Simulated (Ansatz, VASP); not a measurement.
# Two plane-wave programs on SiC

Contents of INCAR:

```
PREC = Accurate ; ENCUT = 520
EDIFF = 1E-7 ; ISMEAR = 0
SIGMA = 0.05 ; LREAL = F
LASPH = T ; NELM = 100
ALGO = Normal ; ISIF = 2
LWAVE = F ; LCHARG = F
GGA = PE ; NBANDS = 16
```

Contents of KPOINTS:

```
regular mesh
0
Gamma
  6 6 4
```

File POSCAR:

```
SiC
1.0
    3.0759982064      0.0000000000      0.0000000000
   -1.5379991032      2.6638925888      0.0000000000
    0.0000000000      0.0000000000      5.0480000000
Si C
2 2
Direct
    0.2970733944      0.6401225491     -0.0396196513
    0.6666666667      0.3333333333      0.5000000000
    0.3333333333      0.6666666667      0.3850000000
    0.6666666667      0.3333333333      0.8850000000
```

Input for Ansatz:

```yaml
crystal:
  lattice:
    - [3.0759982064, 0.0, 0.0]
    - [-1.5379991032, 2.6638925888, 0.0]
    - [0.0, 0.0, 5.048]
  atoms:
    - { symbol: Si, position: [0.2970733944, 0.6401225491, -0.0396196513] }
    - { symbol: Si, position: [0.6666666667, 0.3333333333, 0.5] }
    - { symbol: C, position: [0.3333333333, 0.6666666667, 0.385] }
    - { symbol: C, position: [0.6666666667, 0.3333333333, 0.885] }
basis:
  ecutwfc: 420
kpoints:
  mp_grid: { grid: [6, 6, 4] }
hamiltonian:
  xc: pbe
scf:
  occupations: { method: gaussian, width: 0.05 }
output:
  forces: true
  stress: true
  eigenvalues: true
```

Alike in both runs: task single point; functional PBE; k mesh 6 × 6 × 4; occupations gaussian, width 0.05 eV; no spin polarisation.

|  | VASP | Ansatz |
| --- | --- | --- |
| version | VASP 6.6.1 | Ansatz 0.2.0 |
| potentials or method | VASP PAW PBE potentials, release 64 (Si, C) | scalar-relativistic, plane waves, PAW |
| plane-wave cutoff (eV) | 520 | 420 |
| valence electrons in the cell | 16 | 16 |

Ansatz gave:

- gap on the k mesh at the Fermi level (eV): 1.75
- least direct gap on the mesh (eV): 3.81
- pressure (GPa): 7.3
- largest component of the traceless stress (GPa): 8.81
- rms of the force components (eV/Å): 1.863

Q: Which values does VASP return?

A: gap on the k mesh at the Fermi level (eV): 1.75; least direct gap on the mesh (eV): 3.82; pressure (GPa): 7.2; largest component of the traceless stress (GPa): 8.78; rms of the force components (eV/Å): 1.863.

Atom by atom the forces differ by 0.003 eV/Å (rms over components).

Caveats: forces of over 1 eV/Å show positions far from the minimum, so gaps and moduli don't describe the material at rest. A k mesh can miss the band edges.
